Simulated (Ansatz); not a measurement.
One crystal and one scan (frozen-phonon scan) at two levels, PBE (plane waves to 420 eV, PAW, scalar-relativistic; Ansatz, a program for electronic structure) and r2SCAN (plane waves to 500 eV, PAW, scalar-relativistic; Ansatz), each from its own relaxed cell and on its own mesh. The cell shown is that of PBE.

LiI (rock salt)

```
CELL_PARAMETERS angstrom
      0.00000     6.01904     6.01904
      3.00952     3.00952     6.01904
      3.00952     3.00952     0.00000
ATOMIC_POSITIONS crystal
  I  0.00000 0.00000 0.00000
  I  0.50000 0.00000 0.00000
  Li 0.00000 0.50000 0.50000
  Li 0.50000 0.50000 0.50000
```

The atoms are displaced by Q × the pattern below (from a DFPT mode at X = (0.5, 0.5, 0.0), largest move 1; Q in Å), at fixed cell. It is one choice among 2 degenerate patterns. (q is in reciprocal vectors of the primitive cell; the cell shown is doubled to hold the pattern.)

```
atom      x       y      z
----  -----  ------  -----
I1    0.000   0.058  0.000
I2    0.000  -0.058  0.000
Li3   0.000   1.000  0.000
Li4   0.000  -1.000  0.000
```

LiI was relaxed with its symmetry unable to fall. Spin-orbit coupling is left out, though I is heavy. Percentages come from the unrounded values.

Results of PBE:

- Harmonic wavenumber from the curvature (finite differences) (cm⁻¹ (negative: imaginary)): 123
- Shape of the curve: a single well with its minimum at or next to zero displacement

Problem. Estimate the r2SCAN values.

Solution. 
| quantity | r2SCAN | PBE − r2SCAN |
|---|---|---|
| Harmonic wavenumber from the curvature (finite differences) (cm⁻¹ (negative: imaginary)) | 132 | -9 (-7 %) |

PBE gives the lower value for: harmonic wavenumber from the curvature. Both give the same shape of the curve: a single well with its minimum at or next to zero displacement.

(For displaced atoms, the force is minus the slope of the energy, and its curvature is a force constant, which sets phonon frequencies.)
